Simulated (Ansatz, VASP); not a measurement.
# One calculation of Ga, two programs

```
CELL_PARAMETERS angstrom
2.21789 -3.74191 0.00000
2.21789 3.74191 0.00000
0.00000 0.00000 4.42496
ATOMIC_POSITIONS crystal
Ga 0.84436 0.15564 0.08594
Ga 0.65564 0.34436 0.58594
Ga 0.15564 0.84436 0.91406
Ga 0.34436 0.65564 0.41406
```

Alike in both runs: task single point; functional LDA; k mesh 8 × 8 × 7; occupations gaussian, width 0.6 eV; no spin polarisation.

|  | VASP | Ansatz |
| --- | --- | --- |
| version | VASP 6.6.1 | Ansatz 0.2.0 |
| potentials or method | VASP PAW LDA potentials, release 64 (Ga_d) | plane waves (420 eV) with PAW, scalar-relativistic |
| plane-wave cutoff (eV) | 520 | 420 |
| valence electrons in the cell | 52 | 52 |

|  | VASP | Ansatz | Ansatz less VASP |
| --- | --- | --- | --- |
| pressure (GPa) | 0.4 | 0.2 | -0.20 |
| largest component of the traceless stress (GPa) | 0.31 | 0.33 | +0.017 |

Ansatz warned: «pseudo_functional_mismatch».
